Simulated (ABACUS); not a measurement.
The system is W.

```xyz
1
Lattice="-1.5823 1.5823 1.5823 1.5823 -1.5823 1.5823 1.5823 1.5823 -1.5823" Properties=species:S:1:pos:R:3 pbc="T T T"
W     0.0000    0.0000    0.0000
```

Base run:

```yaml
Program: ABACUS 3.10.1
Functional: revTPSS
Potentials_or_basis: SG15 ONCV 1.2 PBE
Cutoff: 1170 eV
Density_cutoff: 4680 eV
Basis: plane waves
k_mesh: 8 × 8 × 8
Occupations: fermi-dirac, width 0.05 eV
Spin: no spin polarisation
```

Its results: band gap on the k mesh none (metal or under the smearing width); pressure -3.9 GPa.

**Question.** The run is repeated on the same cell with these changes: functional from revTPSS to SCAN. What comes out?

**Answer.** Band gap on the k mesh none (metal or under the smearing width); pressure -11.0 GPa.

Caveats: the potentials were made for another functional, which shifts forces and pressure.
